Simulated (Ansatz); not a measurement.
Wanted: the native input for an Ansatz 0.2.0 run.

* Task: single point
* Functional: PBE
* Potentials or basis: all-electron LAPW, scalar-relativistic
* Cutoff: 260 eV (chosen from the basis error)
* Basis error allowed: 0.003 eV/atom
* k mesh: 6 × 6 × 6
* Occupations: fermi-dirac, width 0.02 eV
* Spin: no spin polarisation

Cu:

```
Cu
1.0
     0.00000    1.80750    1.80750
     1.80750    0.00000    1.80750
     1.80750    1.80750    0.00000
Cu
1
Direct
  0.00000 0.00000 0.00000
```

These files were run (other wordings do the same):

input.yaml

```yaml
crystal:
  lattice:
    - [0.0, 1.8075, 1.8075]
    - [1.8075, 0.0, 1.8075]
    - [1.8075, 1.8075, 0.0]
  atoms:
    - { symbol: Cu, position: [0.0, 0.0, 0.0] }
kpoints:
  mp_grid: { grid: [6, 6, 6] }
scf:
  occupations: { method: fermi_dirac, width: 0.02 }
hamiltonian:
  xc: pbe
  pseudopotentials: { kind: all_electron, lapw: { basis_error: 0.003 } }
output:
  forces: true
  stress: true
  eigenvalues: true
```

Potentials or basis: all-electron LAPW, scalar-relativistic.

Command:

```console
$ ansatz run input.yaml --threads 1 --pin off --max-ram 2560MiB --backend cpu --events-out ev --progress --plain --runs-dir out
```

It gave:

The pressure is 2.9 GPa and the band gap on the k mesh is none (metal or under the smearing width).

Caveat: the k mesh is coarse (spacing up to 0.50 Å⁻¹), so the values aren't converged.

It took 0.88 s on 1 thread of AMD EPYC 9R45 96-Core Processor (Zen 5) (shared host), peak memory 0.24 GiB.
